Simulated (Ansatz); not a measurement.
Molecular dynamics on a 2×2×2 supercell (16 atoms) of BeSe (zincblende), relaxed with r2SCAN. Forces come from PBE in Ansatz: a Nosé-Hoover thermostat at fixed volume, 600 K, steps of 1.5 fs. Classical nuclei, no spin polarisation; a few dozen steps show the first response, not equilibrium.

```yaml
crystal:
  lattice:
    - [0.0, 5.1620707526, 5.1620707526]
    - [5.1620707526, 0.0, 5.1620707526]
    - [5.1620707526, 5.1620707526, 0.0]
  atoms:
    - { symbol: Be, position: [0.0, 0.0, 0.0] }
    - { symbol: Se, position: [0.125, 0.125, 0.125] }
    - { symbol: Be, position: [0.0, 0.0, 0.5] }
    - { symbol: Se, position: [0.125, 0.125, 0.625] }
    - { symbol: Be, position: [0.0, 0.5, 0.0] }
    - { symbol: Se, position: [0.125, 0.625, 0.125] }
    - { symbol: Be, position: [0.0, 0.5, 0.5] }
    - { symbol: Se, position: [0.125, 0.625, 0.625] }
    - { symbol: Be, position: [0.5, 0.0, 0.0] }
    - { symbol: Se, position: [0.625, 0.125, 0.125] }
    - { symbol: Be, position: [0.5, 0.0, 0.5] }
    - { symbol: Se, position: [0.625, 0.125, 0.625] }
    - { symbol: Be, position: [0.5, 0.5, 0.0] }
    - { symbol: Se, position: [0.625, 0.625, 0.125] }
    - { symbol: Be, position: [0.5, 0.5, 0.5] }
    - { symbol: Se, position: [0.625, 0.625, 0.625] }
kpoints:
  mp_grid: { grid: [2, 2, 2] }
hamiltonian:
  xc: pbe
scf:
  occupations: { method: fermi_dirac, width: 0.052 }
md:
  ensemble: nvt_nose_hoover
  temperature: 600
  timestep: 1.5
  n_steps: 20
  initial_velocities: maxwell_boltzmann
  seed: 8226
```

Run as `ansatz run input.yaml --threads 4 --pin off --max-ram 3686MiB --backend cpu --events-out ev --progress --plain --runs-dir out`.

Problem. What wall time did it need on 4 threads of Arm Neoverse V1, with other jobs on the host, and how much host memory at the peak?

Solution. About 36 s, with a peak of 0.99 GiB.

```csv
step,t (fs),T (K),free energy F from step 0 (meV/atom),kinetic energy (meV/atom),largest force (eV/Å)
0,0,600,0.0,72.7,0.00
1,1.5,592,1.0,71.7,0.25
2,3,567,4.0,68.7,0.52
3,4.5,527,8.9,63.9,0.79
4,6,475,15.2,57.5,1.06
5,7.5,414,22.6,50.2,1.32
6,9,350,30.4,42.5,1.56
7,10.5,288,38.0,34.9,1.75
8,12,234,44.7,28.3,1.90
9,13.5,191,50.0,23.1,1.98
10,15,163,53.4,19.7,1.99
11,16.5,152,54.7,18.4,1.94
12,18,157,54.1,19.0,1.82
13,19.5,177,51.7,21.5,1.66
14,21,209,47.9,25.3,1.50
15,22.5,247,43.3,30.0,1.47
16,24,289,38.3,35.1,1.42
17,25.5,330,33.4,40.0,1.37
18,27,367,29.0,44.5,1.31
19,28.5,398,25.5,48.2,1.24
20,30,420,23.1,50.9,1.18
```

The temperature starts at 600 K, is lowest at step 11 (152 K, 16.5 fs) and ends at 420 K. The thermostat hasn't had time to restore it. The atoms start on their lattice sites with kinetic energy alone, so much of it first passes into potential energy. By the last step the atoms have moved 0.09 Å in the root mean square, the drift of the whole cell taken out, 0.12 Å at most.

Positions (Å) and forces (eV/Å) at step 20:
```
Be  -0.095   0.009   0.035     0.230  -0.072  -0.251
Se   1.321   1.286   1.236    -0.609  -0.047   0.229
Be   2.577   2.497  -0.056     0.366   0.375   0.117
Se   3.815   3.847   1.316    -0.026   0.099  -0.229
Be   2.572   0.015   2.571     0.095   0.281  -0.101
Se   3.887   1.306   3.786    -0.215   0.098   0.952
Be   5.181   2.623   2.579    -0.123   0.076  -0.047
Se   6.549   3.853   3.809    -0.746   0.149   0.628
Be   0.058   2.634   2.488    -0.222  -0.281   0.645
Se   1.232   3.844   3.958     0.332  -0.014  -0.313
Be   2.521   5.106   2.595     0.007   0.262   0.369
Se   3.892   6.425   3.869     0.151  -0.111  -0.618
Be   2.623   2.529   5.260    -0.169   0.262  -0.632
Se   3.834   3.911   6.493     0.719  -0.284  -0.650
Be   5.161   5.112   5.091     0.218   0.259   0.430
Se   6.447   6.515   6.514    -0.007  -1.051  -0.529
```
